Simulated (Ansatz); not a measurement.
Write the native input for Ansatz 0.2.0 that does the following.

| Item | Value |
| --- | --- |
| Task | relaxation of cell and atoms |
| Functional | PBEsol |
| Dispersion | D3(BJ) |
| Potentials or basis | Ansatz PAW |
| Cutoff | 420 eV (not typed: the program's choice for these potentials) |
| k mesh | 10 × 10 × 8 |
| Occupations | fermi-dirac, width 0.05 eV |
| Spin | no spin polarisation |

MgB2:

```
CELL_PARAMETERS angstrom
3.08500 0.00000 0.00000
-1.54250 2.67169 0.00000
0.00000 0.00000 3.52300
ATOMIC_POSITIONS crystal
Mg 0.00000 0.00000 0.00000
B 0.66667 0.33333 0.50000
B 0.33333 0.66667 0.50000
```

One way to write it, as run:

input.yaml

```yaml
crystal:
  lattice:
    - [3.085, 0.0, 0.0]
    - [-1.5425, 2.6716883707, 0.0]
    - [0.0, 0.0, 3.523]
  atoms:
    - { symbol: Mg, position: [0.0, 0.0, 0.0] }
    - { symbol: B, position: [0.6666666667, 0.3333333333, 0.5] }
    - { symbol: B, position: [0.3333333333, 0.6666666667, 0.5] }
hamiltonian:
  xc: pbesol
  pseudopotentials: { kind: paw }
  dispersion: d3bj
kpoints:
  mp_grid: { grid: [10, 10, 8] }
scf:
  occupations: { method: fermi_dirac, width: 0.05 }
output:
  forces: true
  stress: true
  eigenvalues: true
relax:
  f_tol: 0.01
  max_steps: 40
  cell: { stress_tol: 0.05 }
```

Potentials or basis: Ansatz PAW.

Run with:

```bash
$ ansatz run input.yaml --threads 2 --pin off --max-ram 5632MiB --backend cpu --events-out ev --progress --plain --runs-dir out
```

It gave:

```json
{
  "Relaxed volume": "9.21 Å³/atom",
  "Relaxed cell": "a = 3.047 Å, b = 3.047 Å, c = 3.434 Å, α = 90.00°, β = 90.00°, γ = 120.00°",
  "Space group after relaxing (to 0.05 Å)": "P6/mmm (No. 191)",
  "Energy gained by relaxing": "10.8 meV/atom",
  "Ionic steps": "7",
  "Pressure after relaxing": "0.0 GPa",
  "Band gap on the k mesh": "none (metal or under the smearing width)"
}
```

Caveat: the plane-wave basis is chosen anew once the cell has moved, so the energies of steps on either side of that aren't comparable; pairwise dispersion overbinds metals, which lowers pressure and volume; the PAW data sets come from PBE, with cores solved anew for the run's functional, which leaves a small shift of forces and pressure.

Run time: 5.7 s on 2 threads of Intel(R) Xeon(R) Processor @ 2.70GHz (shared host), peak memory 0.34 GiB.
